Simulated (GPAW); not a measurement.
Crystal: Fe3Ge.

```
CELL_PARAMETERS angstrom
0.00000 2.87559 2.87559
2.87559 0.00000 2.87559
2.87559 2.87559 0.00000
ATOMIC_POSITIONS crystal
Ge 0.00000 0.00000 0.00000
Fe 0.75000 0.75000 0.75000
Fe 0.25000 0.25000 0.25000
Fe 0.50000 0.50000 0.50000
```

The cell comes from a database or a generator and needn't be the stable form of this composition.

Base run:

```yaml
Program: GPAW 26.7.0
Functional: PBEsol
Potentials_or_basis: PAW data sets generated in the run's folder for this functional
Cutoff: 600 eV
Basis: pw
k_mesh: 8 × 8 × 8
Occupations: fermi-dirac, width 0.05 eV
Spin: collinear spin, ferromagnetic start
Starting_moments: "[0.0, 3.0, 3.0, 3.0] μB"
Hubbard_terms: Fe d U = 1 eV
```

Its results: pressure -2.8 GPa; net moment 6.81 μB per cell; site moments Ge -0.05; Fe +2.18, +2.62 μB.

The run is repeated on the same cell with these changes: hubbard terms from Fe d U = 1 eV to Fe d U = 6 eV. What comes out?

Pressure 24.3 GPa; net moment 9.30 μB per cell; site moments Ge -0.01; Fe +3.33, +3.03 μB.

Caveats: the U is typed as a test and isn't derived for this compound.

Not every run made on this cell is shown here.
